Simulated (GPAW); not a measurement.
# InP (F-43m) in GPAW: settings compared

Aim: see how the results for InP move with the level of theory and the settings. Levels: RPBE, revPBE, PBEsol. Tasks: relaxation of cell and atoms, single point.

Everything below comes from runs of GPAW 26.7.0. Logs are shortened: lines on timing, memory, paths and dates and some standing lists are left out, and cuts for length are marked. The log counts tension as positive stress, the text compression.

## (1) The structure

Symmetry: F-43m, No. 216, cubic system. The conventional cell has a = 5.861 Å, b = 5.861 Å, c = 5.861 Å, α = 90.00°, β = 90.00°, γ = 90.00°. In (site symmetry -43m) is surrounded by 4 P at 2.54 Å. P (site symmetry -43m) has 4 In at 2.54 Å as nearest neighbours.

## (2) Relaxation of cell and atoms, RPBE, target pressure 20 GPa, at which the enthalpy is minimised

run.py reads:

```python
from ase.filters import FrechetCellFilter
from ase.io import read, write
from ase.optimize import BFGS
from ase.units import GPa
from gpaw import GPAW, PW

atoms = read('InP.xyz')

calc = GPAW(mode=PW(600),
            xc='RPBE',
            kpts={'size': (8, 8, 8), 'gamma': True},
            occupations={'name': 'fermi-dirac', 'width': 0.05},
            nbands=18,
            convergence={'density': 1e-05, 'forces': 0.0001},
            maxiter=150,
            txt='gpaw.txt')
atoms.calc = calc
opt = BFGS(FrechetCellFilter(atoms, scalar_pressure=20 * GPa), trajectory='relax.traj', logfile='-')
done = opt.run(fmax=0.02, steps=40)
calc.write('gs.gpw')
write('result.traj', atoms)
print('Converged:', done)
print('Cell:', atoms.cell.cellpar().round(4))
print('Volume:', round(atoms.get_volume(), 4))
print(atoms.get_scaled_positions().round(5))
```

InP.xyz reads:

```xyz
2
Lattice="0.0000000000 2.9305000000 2.9305000000 2.9305000000 0.0000000000 2.9305000000 2.9305000000 2.9305000000 0.0000000000" Properties=species:S:1:pos:R:3 pbc="T T T"
In     0.0000000000      0.0000000000      0.0000000000
P      4.3957500000      4.3957500000      4.3957500000
```

Potentials or basis: the program's PAW data sets (release 1.2.1) made for this functional, pw.

Run with:

```bash
> OMP_NUM_THREADS=1 python run.py
```

gpaw.txt:

```text
__  _  _
 | _ |_)|_||  |
 |__||  | ||/\| - 26.7.0

Input parameters:
  mode=PW(ecut=600.0),
  convergence={'density': 1e-05, 'forces': 0.0001},
  kpts=MonkhorstPack(size=(8, 8, 8), gamma=True),
  maxiter=150,
  nbands=18,
  occupations=Occupations(name='fermi-dirac', width=0.05),
  xc=XC(name='RPBE')

Diagonalizing LCAO Hamiltonian
Converting LCAO to pw mode

                     P

       In

Atoms  # Å, Bohr magnetons
|   | symbol |        x |        y |        z |    initial magnetic moments |
|---|--------|----------|----------|----------|-----------------------------|
| 0 |     In | 0.000000 | 0.000000 | 0.000000 | ( 0.0000,  0.0000,  0.0000) |
| 1 |      P | 4.395750 | 4.395750 | 4.395750 | ( 0.0000,  0.0000,  0.0000) |

Unit cell  # Å
| periodic |        x |        y |        z |  lengths |    angles |
|----------|----------|----------|----------|----------|-----------|
|      yes | 0.000000 | 2.930500 | 2.930500 | 4.144353 | 60.000000 |
|      yes | 2.930500 | 0.000000 | 2.930500 | 4.144353 | 60.000000 |
|      yes | 2.930500 | 2.930500 | 0.000000 | 4.144353 | 60.000000 |

Number of symmetries: 24
Symmetry operations  # r_c * U_cc + t_c -> r_c
|    | kind |            matrix            |
|----|------|------------------------------|
|  0 |  E   |  1, 0, 0,  0, 1, 0,  0, 0, 1 |
|  1 |  σ   |  1, 0, 0,  0, 0, 1,  0, 1, 0 |
|  2 |  σ   |  1, 0,-1,  0, 1,-1,  0, 0,-1 |
|  3 |  C3  |  1, 0,-1,  0, 0,-1,  0, 1,-1 |
|  4 |  C3  |  1,-1, 0,  0,-1, 1,  0,-1, 0 |
|  5 |  σ   |  1,-1, 0,  0,-1, 0,  0,-1, 1 |
|  6 |  σ   |  0, 1, 0,  1, 0, 0,  0, 0, 1 |
|  7 |  C3  |  0, 1, 0,  0, 0, 1,  1, 0, 0 |
|  8 |  C2  |  0, 1,-1,  1, 0,-1,  0, 0,-1 |
[... 204 lines left out ...]
Gap: 0.846 eV
Transition (v -> c):
  (s=0, k=0, n=8, [0.00, 0.00, 0.00]) -> (s=0, k=0, n=9, [0.00, 0.00, 0.00])
No difference between direct/indirect transitions

Stress tensor  # eV/Ang^3
|         x |         y |         z |
|-----------|-----------|-----------|
| -0.030639 |  0.000000 | -0.000000 |
|  0.000000 | -0.030639 | -0.000000 |
| -0.000000 | -0.000000 | -0.030639 |

Forces  # eV/Ang
|        x |       y |        z |
|----------|---------|----------|
| -0.00000 | 0.00000 | -0.00000 |  # In   0
|  0.00000 | 0.00000 |  0.00000 |  # P    1

Interpolating wave functions to new cell

                    P

       In

Atoms  # Å, Bohr magnetons
|   | symbol |         x |        y |         z |    initial magnetic moments |
|---|--------|-----------|----------|-----------|-----------------------------|
| 0 |     In | -0.000000 | 0.000000 | -0.000000 | ( 0.0000,  0.0000,  0.0000) |
| 1 |      P |  4.321948 | 4.321948 |  4.321948 | ( 0.0000,  0.0000,  0.0000) |

Unit cell  # Å
[... 236 lines left out ...]
|---------|---------|---------|
| 0.00000 | 0.00000 | 0.00000 |  # In   0
| 0.00000 | 0.00000 | 0.00000 |  # P    1

Interpolating wave functions to new cell

                    P

       In

Atoms  # Å, Bohr magnetons
|   | symbol |         x |         y |         z |    initial magnetic moments |
|---|--------|-----------|-----------|-----------|-----------------------------|
| 0 |     In | -0.000000 | -0.000000 | -0.000000 | ( 0.0000,  0.0000,  0.0000) |
| 1 |      P |  4.173189 |  4.173189 |  4.173189 | ( 0.0000,  0.0000,  0.0000) |

Unit cell  # Å
| periodic |        x |         y |         z |  lengths |    angles |
|----------|----------|-----------|-----------|----------|-----------|
|      yes | 0.000000 |  2.782126 |  2.782126 | 3.934520 | 60.000000 |
|      yes | 2.782126 | -0.000000 |  2.782126 | 3.934520 | 60.000000 |
|      yes | 2.782126 |  2.782126 | -0.000000 | 3.934520 | 60.000000 |

Number of symmetries: 24
Symmetry operations  # r_c * U_cc + t_c -> r_c
|    | kind |            matrix            |
|----|------|------------------------------|
|  0 |  E   |  1, 0, 0,  0, 1, 0,  0, 0, 1 |
|  1 |  σ   |  1, 0, 0,  0, 0, 1,  0, 1, 0 |
|  2 |  σ   |  1, 0,-1,  0, 1,-1,  0, 0,-1 |
|  3 |  C3  |  1, 0,-1,  0, 0,-1,  0, 1,-1 |
|  4 |  C3  |  1,-1, 0,  0,-1, 1,  0,-1, 0 |
|  5 |  σ   |  1,-1, 0,  0,-1, 0,  0,-1, 1 |
|  6 |  σ   |  0, 1, 0,  1, 0, 0,  0, 0, 1 |
|  7 |  C3  |  0, 1, 0,  0, 0, 1,  1, 0, 0 |
|  8 |  C2  |  0, 1,-1,  1, 0,-1,  0, 0,-1 |
[... 203 lines left out ...]
Gap: 1.549 eV
Transition (v -> c):
  (s=0, k=0, n=8, [0.00, 0.00, 0.00]) -> (s=0, k=24, n=9, [0.50, 0.50, 0.00])
Direct/indirect transitions are different
Direct gap: 1.661 eV
Transition at: (s=0, k=0, n=8, [0.00, 0.00, 0.00])

Stress tensor  # eV/Ang^3
|         x |         y |         z |
|-----------|-----------|-----------|
| -0.135703 | -0.000000 |  0.000000 |
| -0.000000 | -0.135703 |  0.000000 |
|  0.000000 |  0.000000 | -0.135703 |

Forces  # eV/Ang
|        x |        y |        z |
|----------|----------|----------|
| -0.00000 | -0.00000 | -0.00000 |  # In   0
|  0.00000 |  0.00000 |  0.00000 |  # P    1

Interpolating wave functions to new cell

                    P

       In

Atoms  # Å, Bohr magnetons
|   | symbol |         x |         y |         z |    initial magnetic moments |
|---|--------|-----------|-----------|-----------|-----------------------------|
| 0 |     In | -0.000000 | -0.000000 | -0.000000 | ( 0.0000,  0.0000,  0.0000) |
| 1 |      P |  4.191910 |  4.191910 |  4.191910 | ( 0.0000,  0.0000,  0.0000) |

Unit cell  # Å
| periodic |        x |         y |         z |  lengths |    angles |
|----------|----------|-----------|-----------|----------|-----------|
|      yes | 0.000000 |  2.794607 |  2.794607 | 3.952171 | 60.000000 |
|      yes | 2.794607 | -0.000000 |  2.794607 | 3.952171 | 60.000000 |
|      yes | 2.794607 |  2.794607 | -0.000000 | 3.952171 | 60.000000 |

Number of symmetries: 24
Symmetry operations  # r_c * U_cc + t_c -> r_c
|    | kind |            matrix            |
|----|------|------------------------------|
|  0 |  E   |  1, 0, 0,  0, 1, 0,  0, 0, 1 |
|  1 |  σ   |  1, 0, 0,  0, 0, 1,  0, 1, 0 |
|  2 |  σ   |  1, 0,-1,  0, 1,-1,  0, 0,-1 |
|  3 |  C3  |  1, 0,-1,  0, 0,-1,  0, 1,-1 |
|  4 |  C3  |  1,-1, 0,  0,-1, 1,  0,-1, 0 |
|  5 |  σ   |  1,-1, 0,  0,-1, 0,  0,-1, 1 |
|  6 |  σ   |  0, 1, 0,  1, 0, 0,  0, 0, 1 |
|  7 |  C3  |  0, 1, 0,  0, 0, 1,  1, 0, 0 |
|  8 |  C2  |  0, 1,-1,  1, 0,-1,  0, 0,-1 |
[... 202 lines left out ...]
Gap: 1.582 eV
Transition (v -> c):
  (s=0, k=0, n=8, [0.00, 0.00, 0.00]) -> (s=0, k=24, n=9, [0.50, 0.50, 0.00])
Direct/indirect transitions are different
Direct gap: 1.594 eV
Transition at: (s=0, k=0, n=8, [0.00, 0.00, 0.00])

Stress tensor  # eV/Ang^3
|         x |         y |         z |
|-----------|-----------|-----------|
| -0.123962 | -0.000000 |  0.000000 |
| -0.000000 | -0.123962 |  0.000000 |
|  0.000000 |  0.000000 | -0.123962 |

Forces  # eV/Ang
|        x |        y |        z |
|----------|----------|----------|
| -0.00000 | -0.00000 | -0.00000 |  # In   0
|  0.00000 |  0.00000 | -0.00000 |  # P    1

# Writing to gs.gpw (mode='')
```

stdout:

```text
Step          Energy          fmax
BFGS:    0       -1.637383        2.370465
BFGS:    1       -1.838788        1.597983
BFGS:    2       -1.986342        0.234135
BFGS:    3       -1.989418        0.018945
Converged: True
Cell: [ 3.9522  3.9522  3.9522 60.     60.     60.    ]
Volume: 43.6508
[[0.   0.   0.  ]
 [0.75 0.75 0.75]]
```

Wall time 66 s (1 thread of Arm Neoverse V1, shared host); peak memory 0.21 GiB.

Results:

| Item | Value |
| --- | --- |
| Free energy | -7.4384 eV |
| Relaxed volume | 21.83 Å³/atom |
| Relaxed cell | a = 3.952 Å, b = 3.952 Å, c = 3.952 Å, α = 60.00°, β = 60.00°, γ = 60.00° |
| Space group after relaxing (to 0.05 Å) | F-43m (No. 216) |
| Energy change on relaxing (the enthalpy is what falls) | +241.1 meV/atom |
| Ionic steps | 4 |
| Pressure after relaxing | 19.9 GPa |
| Band gap on the k mesh | 1.58 eV, indirect (least direct gap 1.59 eV) |

The path:
| step | energy change (eV) | largest force (eV/Å) | pressure (GPa) | volume (Å³) |
| --- | --- | --- | --- | --- |
| 1 | 0.0000 | 0.0000 | 4.91 | 50.33 |
| 2 | 0.1098 | 0.0000 | 9.30 | 47.84 |
| 3 | 0.5579 | 0.0000 | 21.74 | 43.07 |
| 4 | 0.4821 | 0.0000 | 19.86 | 43.65 |

Final structure:
```
CELL_PARAMETERS angstrom
0.00000 2.79461 2.79461
2.79461 0.00000 2.79461
2.79461 2.79461 0.00000
ATOMIC_POSITIONS crystal
In 0.00000 0.00000 0.00000
P 0.75000 0.75000 0.75000
```

Caveat: later steps reuse the first step's grids; spin-orbit coupling is left out, which moves the levels of the heavy elements.

## (3) Relaxation of cell and atoms, revPBE

run.py, as its differences from that of step 2:

```diff
@@ -3,3 +3,2 @@
 from ase.optimize import BFGS
-from ase.units import GPa
 from gpaw import GPAW, PW
@@ -9,3 +8,3 @@
 calc = GPAW(mode=PW(600),
-            xc='RPBE',
+            xc='revPBE',
             kpts={'size': (8, 8, 8), 'gamma': True},
@@ -17,4 +16,4 @@
 atoms.calc = calc
-opt = BFGS(FrechetCellFilter(atoms, scalar_pressure=20 * GPa), trajectory='relax.traj', logfile='-')
-done = opt.run(fmax=0.02, steps=40)
+opt = BFGS(FrechetCellFilter(atoms), trajectory='relax.traj', logfile='-')
+done = opt.run(fmax=0.02, steps=60)
 calc.write('gs.gpw')
```

InP.xyz is that of step 2.

Potentials or basis: the program's PAW data sets (release 1.2.1) made for this functional, pw.

Run with:

```bash
> OMP_NUM_THREADS=1 python run.py
```

gpaw.txt:

```text
__  _  _
 | _ |_)|_||  |
 |__||  | ||/\| - 26.7.0

Input parameters:
  mode=PW(ecut=600.0),
  convergence={'density': 1e-05, 'forces': 0.0001},
  kpts=MonkhorstPack(size=(8, 8, 8), gamma=True),
  maxiter=150,
  nbands=18,
  occupations=Occupations(name='fermi-dirac', width=0.05),
  xc=XC(name='revPBE')

Diagonalizing LCAO Hamiltonian
Converting LCAO to pw mode

                     P

       In

Atoms  # Å, Bohr magnetons
|   | symbol |        x |        y |        z |    initial magnetic moments |
|---|--------|----------|----------|----------|-----------------------------|
| 0 |     In | 0.000000 | 0.000000 | 0.000000 | ( 0.0000,  0.0000,  0.0000) |
| 1 |      P | 4.395750 | 4.395750 | 4.395750 | ( 0.0000,  0.0000,  0.0000) |

Unit cell  # Å
| periodic |        x |        y |        z |  lengths |    angles |
|----------|----------|----------|----------|----------|-----------|
|      yes | 0.000000 | 2.930500 | 2.930500 | 4.144353 | 60.000000 |
|      yes | 2.930500 | 0.000000 | 2.930500 | 4.144353 | 60.000000 |
|      yes | 2.930500 | 2.930500 | 0.000000 | 4.144353 | 60.000000 |

Number of symmetries: 24
Symmetry operations  # r_c * U_cc + t_c -> r_c
|    | kind |            matrix            |
|----|------|------------------------------|
|  0 |  E   |  1, 0, 0,  0, 1, 0,  0, 0, 1 |
|  1 |  σ   |  1, 0, 0,  0, 0, 1,  0, 1, 0 |
|  2 |  σ   |  1, 0,-1,  0, 1,-1,  0, 0,-1 |
|  3 |  C3  |  1, 0,-1,  0, 0,-1,  0, 1,-1 |
|  4 |  C3  |  1,-1, 0,  0,-1, 1,  0,-1, 0 |
|  5 |  σ   |  1,-1, 0,  0,-1, 0,  0,-1, 1 |
|  6 |  σ   |  0, 1, 0,  1, 0, 0,  0, 0, 1 |
|  7 |  C3  |  0, 1, 0,  0, 0, 1,  1, 0, 0 |
|  8 |  C2  |  0, 1,-1,  1, 0,-1,  0, 0,-1 |
[... 209 lines left out ...]
Stress tensor  # eV/Ang^3
|         x |         y |         z |
|-----------|-----------|-----------|
| -0.027466 |  0.000000 |  0.000000 |
|  0.000000 | -0.027466 |  0.000000 |
|  0.000000 |  0.000000 | -0.027466 |

Forces  # eV/Ang
|        x |        y |        z |
|----------|----------|----------|
| -0.00000 | -0.00000 | -0.00000 |  # In   0
| -0.00000 |  0.00000 | -0.00000 |  # P    1

Interpolating wave functions to new cell

                     P

[... 249 lines left out ...]

                     P

       In

Atoms  # Å, Bohr magnetons
|   | symbol |        x |         y |         z |    initial magnetic moments |
|---|--------|----------|-----------|-----------|-----------------------------|
| 0 |     In | 0.000000 | -0.000000 | -0.000000 | ( 0.0000,  0.0000,  0.0000) |
| 1 |      P | 4.487757 |  4.487757 |  4.487757 | ( 0.0000,  0.0000,  0.0000) |

Unit cell  # Å
| periodic |        x |         y |        z |  lengths |    angles |
|----------|----------|-----------|----------|----------|-----------|
|      yes | 0.000000 |  2.991838 | 2.991838 | 4.231098 | 60.000000 |
|      yes | 2.991838 | -0.000000 | 2.991838 | 4.231098 | 60.000000 |
|      yes | 2.991838 |  2.991838 | 0.000000 | 4.231098 | 60.000000 |

Number of symmetries: 24
Symmetry operations  # r_c * U_cc + t_c -> r_c
|    | kind |            matrix            |
|----|------|------------------------------|
|  0 |  E   |  1, 0, 0,  0, 1, 0,  0, 0, 1 |
|  1 |  σ   |  1, 0, 0,  0, 0, 1,  0, 1, 0 |
|  2 |  σ   |  1, 0,-1,  0, 1,-1,  0, 0,-1 |
|  3 |  C3  |  1, 0,-1,  0, 0,-1,  0, 1,-1 |
|  4 |  C3  |  1,-1, 0,  0,-1, 1,  0,-1, 0 |
|  5 |  σ   |  1,-1, 0,  0,-1, 0,  0,-1, 1 |
|  6 |  σ   |  0, 1, 0,  1, 0, 0,  0, 0, 1 |
|  7 |  C3  |  0, 1, 0,  0, 0, 1,  1, 0, 0 |
|  8 |  C2  |  0, 1,-1,  1, 0,-1,  0, 0,-1 |
[... 208 lines left out ...]
Stress tensor  # eV/Ang^3
|         x |         y |         z |
|-----------|-----------|-----------|
| -0.001523 |  0.000000 | -0.000000 |
|  0.000000 | -0.001523 | -0.000000 |
| -0.000000 | -0.000000 | -0.001523 |

Forces  # eV/Ang
|       x |       y |        z |
|---------|---------|----------|
| 0.00000 | 0.00000 | -0.00000 |  # In   0
| 0.00000 | 0.00000 | -0.00000 |  # P    1

Interpolating wave functions to new cell

                     P

       In

Atoms  # Å, Bohr magnetons
|   | symbol |        x |         y |         z |    initial magnetic moments |
|---|--------|----------|-----------|-----------|-----------------------------|
| 0 |     In | 0.000000 | -0.000000 | -0.000000 | ( 0.0000,  0.0000,  0.0000) |
| 1 |      P | 4.493707 |  4.493707 |  4.493707 | ( 0.0000,  0.0000,  0.0000) |

Unit cell  # Å
| periodic |        x |        y |        z |  lengths |    angles |
|----------|----------|----------|----------|----------|-----------|
|      yes | 0.000000 | 2.995804 | 2.995804 | 4.236707 | 60.000000 |
|      yes | 2.995804 | 0.000000 | 2.995804 | 4.236707 | 60.000000 |
|      yes | 2.995804 | 2.995804 | 0.000000 | 4.236707 | 60.000000 |

Number of symmetries: 24
Symmetry operations  # r_c * U_cc + t_c -> r_c
|    | kind |            matrix            |
|----|------|------------------------------|
|  0 |  E   |  1, 0, 0,  0, 1, 0,  0, 0, 1 |
|  1 |  σ   |  1, 0, 0,  0, 0, 1,  0, 1, 0 |
|  2 |  σ   |  1, 0,-1,  0, 1,-1,  0, 0,-1 |
|  3 |  C3  |  1, 0,-1,  0, 0,-1,  0, 1,-1 |
|  4 |  C3  |  1,-1, 0,  0,-1, 1,  0,-1, 0 |
|  5 |  σ   |  1,-1, 0,  0,-1, 0,  0,-1, 1 |
|  6 |  σ   |  0, 1, 0,  1, 0, 0,  0, 0, 1 |
|  7 |  C3  |  0, 1, 0,  0, 0, 1,  1, 0, 0 |
|  8 |  C2  |  0, 1,-1,  1, 0,-1,  0, 0,-1 |
[... 206 lines left out ...]
Stress tensor  # eV/Ang^3
|         x |         y |         z |
|-----------|-----------|-----------|
| -0.000103 | -0.000000 | -0.000000 |
| -0.000000 | -0.000103 | -0.000000 |
| -0.000000 | -0.000000 | -0.000103 |

Forces  # eV/Ang
|       x |        y |        z |
|---------|----------|----------|
| 0.00000 | -0.00000 | -0.00000 |  # In   0
| 0.00000 |  0.00000 | -0.00000 |  # P    1

# Writing to gs.gpw (mode='')
```

Run time: 63 s. Hardware: 1 thread of Arm Neoverse V1, shared host; peak memory 0.22 GiB.

What came out:

```
Free energy                            : -8.0682 eV
Relaxed volume                         : 26.89 Å³/atom
Relaxed cell                           : a = 4.237 Å, b = 4.237 Å, c = 4.237 Å, α = 60.00°, β = 60.00°, γ = 60.00°
Space group after relaxing (to 0.05 Å) : F-43m (No. 216)
Energy gained by relaxing              : 22.8 meV/atom
Ionic steps                            : 4
Pressure after relaxing                : 0.0 GPa
Band gap on the k mesh                 : 0.45 eV, direct
```

Step by step:
| step | energy change (eV) | largest force (eV/Å) | pressure (GPa) | volume (Å³) |
| --- | --- | --- | --- | --- |
| 1 | 0.0000 | 0.0000 | 4.40 | 50.33 |
| 2 | -0.0183 | 0.0000 | 3.30 | 51.08 |
| 3 | -0.0453 | 0.0000 | 0.24 | 53.56 |
| 4 | -0.0455 | 0.0000 | 0.02 | 53.77 |

Final structure:
```
In P
1.0
     0.00000    2.99580    2.99580
     2.99580    0.00000    2.99580
     2.99580    2.99580    0.00000
In P
1 1
Direct
  0.00000 0.00000 0.00000
  0.75000 0.75000 0.75000
```

Levels at points of the mesh, in eV from the valence-band top:
| k point | band 6 | band 7 | band 8 | band 9 | band 10 | band 11 | band 12 | band 13 |
| --- | --- | --- | --- | --- | --- | --- | --- | --- |
| (0.00, 0.00, 0.00) | -11.07 | 0.00 | 0.00 | 0.00 | 0.45 | 4.10 | 4.10 | 4.10 |
| (0.50, 0.50, 0.00) | -8.97 | -5.44 | -2.11 | -2.11 | 1.96 | 2.34 | 8.93 | 9.18 |
| (0.50, 0.50, 0.50) | -9.55 | -5.36 | -0.88 | -0.88 | 1.42 | 4.82 | 4.82 | 7.08 |

Caveat: later steps reuse the first step's grids; spin-orbit coupling is left out, which moves the levels of the heavy elements. revPBE gives volumes clearly too large for solids.

## (4) Single point, PBEsol

run.py reads:

```python
from ase import Atoms
from ase.dft.bandgap import bandgap
from ase.io import write
from ase.units import GPa
from gpaw import GPAW, PW, setup_paths

setup_paths.insert(0, '.')

atoms = Atoms(['In', 'P'],
              cell=[[0.0, 2.9305, 2.9305],
                    [2.9305, 0.0, 2.9305],
                    [2.9305, 2.9305, 0.0]],
              scaled_positions=[[0.0, 0.0, 0.0],
                                [0.75, 0.75, 0.75]],
              pbc=True)

calc = GPAW(mode=PW(400),
            xc='PBEsol',
            kpts={'size': (6, 6, 6), 'gamma': True},
            occupations={'name': 'fermi-dirac', 'width': 0.05},
            nbands=18,
            maxiter=120,
            txt='gpaw.txt')
atoms.calc = calc
energy = atoms.get_potential_energy()
forces = atoms.get_forces()
stress = atoms.get_stress()
calc.write('gs.gpw')
write('result.traj', atoms)
print(f'Energy: {energy:.6f} eV')
print('Forces (eV/A):')
print(forces.round(4))
print('Stress (GPa):', (stress / GPa).round(3))
print('Fermi level:', round(calc.get_fermi_level(), 4), 'eV')
print(f'Gap: {bandgap(calc)[0]:.4f} eV, direct: {bandgap(calc, direct=True)[0]:.4f} eV')
```

Potentials or basis: PAW data sets generated in the run's folder for this functional, pw.

Run with:

```bash
> gpaw-setup -f PBEsol In P
> OMP_NUM_THREADS=1 python run.py
```

Run time: 8 s. Hardware: 1 thread of Arm Neoverse V1, shared host; peak memory 0.13 GiB.

These settings aren't checked as converged: the numbers below hold their error.

What came out:

```
Free energy            : -9.2216 eV
Pressure               : -1.8 GPa
Band gap on the k mesh : 0.60 eV, direct
```

Caveat: the cutoff is short for stress and forces, so pressures can be off by a GPa or more; spin-orbit coupling is left out, which moves the levels of the heavy elements.
